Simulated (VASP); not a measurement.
Set up this calculation in VASP 6.6.1, as the native input.

| Property | Result |
| --- | --- |
| Task | single point |
| Functional | PBE |
| Potentials or basis | VASP PAW PBE potentials, release 64 (Te, Be) |
| Cutoff | 520 eV |
| k mesh | 8 × 8 × 8 |
| Occupations | gaussian, width 0.028 eV |
| Spin | no spin polarisation |
| Further INCAR settings | ALGO = Fast; EDIFF = 1e-07; NBANDS = 11 |

The structure of BeTe lies in POSCAR:

```
BeTe
1.0
    0.0000000000      2.7700000000      2.7700000000
    2.7700000000      0.0000000000      2.7700000000
    2.7700000000      2.7700000000      0.0000000000
Te Be
1 1
Direct
    0.7500000000      0.7500000000      0.7500000000
    0.0000000000      0.0000000000      0.0000000000
```

The input as run:

INCAR

```
SYSTEM = BeTe
PREC     = Accurate       ! precision mode
ENCUT    = 520            ! plane-wave cutoff, eV
EDIFF    = 1E-7           ! SCF threshold, eV
ISMEAR   = 0              ! smearing method
SIGMA    = 0.028000000000000004 ! smearing width, eV
LREAL    = .FALSE.        ! projectors in reciprocal space
LASPH    = .TRUE.         ! aspherical terms in the spheres
NELM     = 100            ! most SCF steps
ALGO     = Fast           ! electronic algorithm
ISIF     = 2              ! what is computed and relaxed
LWAVE    = .FALSE.        ! write WAVECAR
LCHARG   = .FALSE.        ! write CHGCAR
GGA      = PE             ! functional
NBANDS   = 11             ! bands
```

KPOINTS

```
regular mesh
0
G
  8 8 8
  0 0 0
```

Potentials or basis: VASP PAW PBE potentials, release 64 (Te, Be).

Run with:

```console
$ cat potpaw_PBE.64/Te/POTCAR potpaw_PBE.64/Be/POTCAR > POTCAR
$ mpirun -np 1 vasp_std > vasp.out
```

It gave:

The pressure is 4.5 GPa and the band gap on the k mesh is 1.85 eV, indirect (least direct gap 3.56 eV).

Caveat: spin-orbit coupling is left out, which moves the levels of the heavy elements.

It took 11 s on 1 thread of Intel(R) Xeon(R) Platinum 8488C (Sapphire Rapids), with other jobs on the host, peak memory 0.17 GiB.
